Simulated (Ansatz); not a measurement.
Bi2Se3 (Paraguanajuatite), 5 atoms in the cell. Symmetry: R-3m, No. 166, trigonal system. Conventional cell: a = 4.143 Å, b = 4.143 Å, c = 28.636 Å, α = 90.00°, β = 90.00°, γ = 120.00°. Around Bi (site symmetry 3m) lie 6 Se at 2.85 to 3.07 Å. Around Se (site symmetry 3m) lie 3 Bi at 2.85 Å. Se (site symmetry -3m) has 6 Bi at 3.07 Å as nearest neighbours. 

| Quantity | Value |
| --- | --- |
| Program | Ansatz 0.2.0 |
| Task | band structure |
| Functional | r2SCAN |
| Potentials or basis | Ansatz PAW |
| Cutoff | 500 eV (not typed: the program's choice for these potentials) |
| k mesh | 8 × 8 × 8 |
| Occupations | fermi-dirac, width 0.05 eV |
| Spin | no spin polarisation |
| Path | [["G", "L", "B1"], ["B", "Z", "G", "X"], ["Q", "F", "P1", "Z"], ["L", "P"]] |
| Points for each segment of the path | 14 |

Potentials or basis: Ansatz PAW.

Command:

```console
$ ansatz run input.yaml --threads 2 --pin off --max-ram 5632MiB --backend cpu --events-out ev --progress --plain --runs-dir out
```

Hardware: 2 threads of AMD EPYC 7R13 Processor (Zen 3), on a shared host.

Problem. How long does it take, and how much memory?

Solution. It took 41 s on 2 threads of AMD EPYC 7R13 Processor (Zen 3), on a shared host, peak memory 1.2 GiB. Counts: scf iterations 7, plane waves 3587, k points 65, bands 51.
